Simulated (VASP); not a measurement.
Here is a VASP 6.6.1 calculation.

File INCAR:

```
SYSTEM = Hf
  ALGO = Fast
  EDIFF = 1E-7
  ENCUT = 520
  GGA = PE
  ISIF = 2
  ISMEAR = 1
  IVDW = 4
  LASPH = .TRUE.
  LCHARG = .FALSE.
  LORBIT = 11
  LREAL = .FALSE.
  LWAVE = .FALSE.
  NELM = 100
  PREC = Accurate
  SIGMA = 0.2
```

File KPOINTS:

```
k-points
0
G
  10 10 10
  0 0 0
```

POSCAR

```
Hf
1.0
    0.0000000000      2.2200000000      2.2200000000
    2.2200000000      0.0000000000      2.2200000000
    2.2200000000      2.2200000000      0.0000000000
Hf
1
Direct
    0.0000000000      0.0000000000      0.0000000000
```

Potentials or basis: VASP PAW PBE potentials, release 64 (Hf_pv).

Command:

```console
$ cat potpaw_PBE.64/Hf_pv/POTCAR > POTCAR
$ mpirun -np 1 vasp_std > vasp.out
```

What does it give for the dispersion energy per atom?

-0.276 eV.

Estimate the band gap on the k mesh.

none (metal or under the smearing width).

 Spin-orbit coupling is left out, which matters for the levels of Hf.
